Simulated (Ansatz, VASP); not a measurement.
# One calculation of CdS, two programs

```
CELL_PARAMETERS angstrom
0.00000 2.94295 2.97238
2.94295 0.00000 2.97238
2.94295 2.94295 0.00000
ATOMIC_POSITIONS crystal
Cd 0.00000 0.00000 0.00000
S 0.75000 0.75000 0.75000
```

Change from the starting cell: zz strain of +1 %.

Alike in both runs: task single point; functional PBEsol; k mesh 7 × 7 × 7; occupations fermi-dirac, width 0.02 eV; no spin polarisation.

```csv
,VASP,Ansatz
version,VASP 6.6.1,Ansatz 0.2.0
potentials or method,"VASP PAW PBE potentials, release 64 (Cd, S), cutoff 520 eV","all-electron LAPW, scalar-relativistic"
```

Ansatz gave:

| Quantity | Value |
| --- | --- |
| gap on the k mesh at the Fermi level (eV) | 0.92 |
| pressure (GPa) | -2.3 |
| largest component of the traceless stress (GPa) | 0.15 |

Q: Estimate VASP's values.

A: gap on the k mesh at the Fermi level (eV): 0.92; pressure (GPa): -2.0; largest component of the traceless stress (GPa): 0.15.

Ansatz ran all-electron here, so the differences hold the error of VASP's frozen core and of both bases.

Caveats: the PAW data sets were made with another functional, which shifts forces and pressure a little (VASP).
